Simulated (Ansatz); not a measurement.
Crystal: ScAl3.

```
Sc Al
1.0
     4.08781    0.00000    0.00000
     0.00000    4.08781    0.00000
     0.00000    0.00000    4.08781
Sc Al
1 3
Direct
  0.00000 0.00000 0.00000
  0.50000 0.50000 0.00000
  0.00000 0.50000 0.50000
  0.50000 0.00000 0.50000
```

The cell is a database's computed one.

Program: Ansatz 0.2.0. Alike in all runs: potentials or basis Ansatz PAW; no spin polarisation; cell as given; smearing fermi-dirac 0.05 eV.

Order these runs on this cell by their pressure, lowest first.
A. level r2SCAN; k mesh 4 × 4 × 4; cutoff (eV) 500; mesh quality coarse
B. level RPBE; k mesh 7 × 7 × 7; cutoff (eV) 420; points for each segment of the path 14; mesh quality not flagged
C. level LDA; k mesh 7 × 7 × 7; cutoff (eV) 420; points for each segment of the path 14; mesh quality not flagged

C (-3.7 GPa), A (-0.1 GPa), B (3.2 GPa).

Caveats: some runs use coarse meshes; the PAW data sets come from PBE, with cores solved anew for the run's functional, which leaves a small shift of forces and pressure; the density of states is complete only up to the lowest level of the last band computed (some runs); the potentials were made for another functional, which shifts forces and pressure (some runs).

Not every run made on this cell is shown here.
